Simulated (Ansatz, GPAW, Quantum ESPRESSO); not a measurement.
# Sb: programs and potentials compared

```
CELL_PARAMETERS angstrom
0.00000 2.37124 2.37124
2.37124 0.00000 2.37124
2.37124 2.37124 0.00000
ATOMIC_POSITIONS crystal
Sb 0.00000 0.00000 0.00000
```

This isn't the form of Sb at room conditions, which is rhombohedral.

Alike in all runs: task band structure; functional PBEsol; k mesh 10 × 10 × 10; occupations fermi-dirac, width 0.05 eV; no spin polarisation; no spin-orbit coupling. Pressure is positive in compression and, in plane waves, holds the error of the finite cutoff.

```csv
program and potentials,plane-wave cutoff (eV),notes,pressure (GPa)
"Quantum ESPRESSO, GBRV 1.5 PBEsol",612,-,-1.34
"Quantum ESPRESSO, PseudoDojo 0.4.1 SR PBEsol standard",1088,-,-1.22
"GPAW, PAW data sets generated for this functional",600,-,-1.54
"Ansatz, all-electron LAPW, scalar-relativistic",-,-,-1.19
```

The pressure spans -1.54 (GPAW, PAW data sets generated for this functional) to -1.19 GPa (Ansatz, all-electron LAPW, scalar-relativistic), with all-electron results at -1.19.

The functional is the same throughout but for its coding, so the spread measures potentials, basis and numerics; runs on potential files found faulty are left out.

All four runs put this face-centred cubic cell under slight tension, so at the PBEsol level it is somewhat larger than its equilibrium volume and would contract if released. The PseudoDojo result, -1.22 GPa, lies closest to the all-electron value of -1.19 GPa, while GBRV and GPAW give stronger tension. An incomplete plane-wave basis could contribute to this order: at a fixed number of plane waves, contraction raises the effective cutoff and lowers the energy, which biases the pressure towards negative values. Differences in the treatment of the core and semicore shells are an equally possible cause, and the data don't separate the two.

In the rhombohedral form, the half-filled p shell favours three short, directed bonds through a Peierls-type distortion of a simple cubic lattice. Close packing replaces these with more evenly shared, metallic bonding. The small residual pressure therefore reflects only the choice of volume within the cubic structure, and says nothing about its energy relative to the rhombohedral form or its stability against distortion.
